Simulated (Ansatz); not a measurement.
I need cell relaxations under several functionals of CdS, space group F-43m. Use the Ansatz DFT code, driven from Python. Settings (first run): r2SCAN, PAW, the default cutoff (500 eV here), 6×6×6 k-points, fixed occupations, D4 dispersion.

```cif
data_structure
_symmetry_space_group_name_H-M 'P 1'
_symmetry_Int_Tables_number 1
_cell_length_a 4.1246
_cell_length_b 4.1246
_cell_length_c 4.1246
_cell_angle_alpha 60.000
_cell_angle_beta 60.000
_cell_angle_gamma 60.000
_cell_volume 49.62
loop_
_atom_site_label
_atom_site_type_symbol
_atom_site_fract_x
_atom_site_fract_y
_atom_site_fract_z
_atom_site_occupancy
Cd1 Cd 0.00000 0.00000 0.00000 1
S1 S 0.25000 0.25000 0.25000 1
```

`cds.py`
```python
import ansatz as az
import numpy as np

def edges_and_angles(cell):
    cell = np.asarray(cell)
    a, b, c = np.linalg.norm(cell, axis=1)
    cosines = cell[1] @ cell[2] / (b * c), cell[0] @ cell[2] / (a * c), cell[0] @ cell[1] / (a * b)
    return (a, b, c, *np.degrees(np.arccos(cosines)))

cell = (
    az.Lattice.of((0.0, 2.9165, 2.9165), (2.9165, 0.0, 2.9165), (2.9165, 2.9165, 0.0))
    .atom('Cd', (0.0, 0.0, 0.0))
    .atom('S', (0.25, 0.25, 0.25))
)

job = cell.calculation()
job = job.occupations(az.OccupationsMethod.FIXED).kpoints(6)
job = job.relax(cell=True, force_tolerance=0.05)

levels = [('r2scan', 'd4'), ('pbesol', 'none'), ('pbe', 'none'), ('lda', 'none')]
print('level            a       b       c    alpha   beta  gamma  V/atom  steps')
for name, dispersion in levels:
    seen = []
    run = job.functional(name, dispersion=dispersion).session().plan()
    result = run.execute(on_event=lambda e: seen.append(e) if e['event'] == 'relax_step' else None)
    cell = result.lattice.cell_ang
    label = name if dispersion == 'none' else f'{name}+{dispersion}'
    print('{:13s} {:7.4f} {:7.4f} {:7.4f} {:6.2f} {:6.2f} {:6.2f}'.format(label, *edges_and_angles(cell)), f'{abs(np.linalg.det(cell)) / len(result.lattice.sites):7.3f} {len(seen):5d}')
```

```console
$ python cds.py
level            a       b       c    alpha   beta  gamma  V/atom  steps
DeckWarning: basis.ecutwfc = 500 eV, auto-derived from the records' recommended cutoffs: set by Cd (their level for a meta-GGA)
r2scan+d4      4.1411  4.1411  4.1411  60.00  60.00  60.00  25.107     3
DeckWarning: basis.ecutwfc = 420 eV, auto-derived from the records' recommended cutoffs: set by Cd (normal level)
pbesol         4.1188  4.1188  4.1188  60.00  60.00  60.00  24.704     3
pbe            4.1908  4.1908  4.1908  60.00  60.00  60.00  26.021     4
lda            4.0706  4.0706  4.0706  60.00  60.00  60.00  23.847     3
```
(Warnings from the package without file and line.)

From smallest to largest: LDA (23.85 Å³ an atom, -3.9 % against the start), PBEsol (24.70 Å³ an atom, -0.4 % against the start), r2SCAN+D4 (25.11 Å³ an atom, +1.2 % against the start) and PBE (26.02 Å³ an atom, +4.9 % against the start). The spread is 9.1 % in volume.

Reading the output:
- Forces vanish by symmetry, so the ions can't move, and the end may be a saddle.
- Edges and angles are those of the cell as typed, here a primitive one, not of the conventional cell.
- The starting cell is as deposited in a crystallographic database; the results hold for this polymorph, which needn't be the stable one.
- It ran for 35 s on 1 thread of Arm Neoverse N1 (shared host), peak memory 0.52 GiB.
